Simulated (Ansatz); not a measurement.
# Zr/SiC/Zr: predicting the conductance of a thicker barrier

Set-up. Ansatz 0.2.0, plane waves with PAW datasets, PBE. Interfaces are relaxed in a short slab (with D3(BJ) where the barrier is layered), set between ideal electrode layers that go on as semi-infinite leads, and the zero-bias conductance G at 300 K comes from T(E) on a typed mesh. The error is the largest of the program's estimates from energy step, mesh, the leads' potential steps and neutrality; its separate bound for narrow resonances between the energies solved isn't counted and can be far larger. The lower electrode is Zr (hcp 0001), the upper Zr (hcp 0001) and the barrier SiC (wurtzite 0001), on a net of side 3.09 Å; d is the distance between the electrodes' last planes.

What is known so far:

```
planes in the barrier  d (Å)  G (S/m²)  error (%)  lead step (meV)
                    4   7.10   1.28e14         50               58
                    8  12.17   6.34e12         25               58
                   12  17.24   2.83e11         26               58
```

Task: A further run has 16 planes, d = 22.31 Å. Fit G ∝ exp(−βd) to the rows shown and predict its conductance.

Working: Take y = ln G: 32.49, 29.48 and 26.37. The means are d = 12.17 Å and y = 29.44; Σ(Δd Δy) = −31.02 and Σ(Δd)² = 51.41, so the slope is −0.603 Å⁻¹ (β = 0.603 Å⁻¹). At d = 22.31 Å, y = 29.44 − 0.603 × 10.14 = 23.32, or G = 1.35e10 S/m².

Check: The run gave 1.69e10 S/m², with an error estimate of 28 % and a lead step of 58 meV. The prediction is 0.797 times that, too low by 20 %. That lies within the runs' own error estimates, carried through the fit.

Caveats: The interfaces are ideal, one cell wide, strained to a common net and relaxed from one registry with their symmetry kept. PBE's gaps are too small, so true decay constants are likely larger where the Fermi level lies deep in a gap. No spin-orbit coupling, phonons, disorder or image charges enter. The rows shown are chosen by tests on error estimates (under 100 to 120 %), lead steps (under 150 meV, though the program warns over 25), intact interfaces and, for fits, a steady trend in the rows shown; the data set holds 414 series of this kind, and not all pass.

[Logs are printed without paths, hosts, clocks, repeated set-up lines and the standing remarks that a program may print on its own settings, such as how far it seeks lower states.]
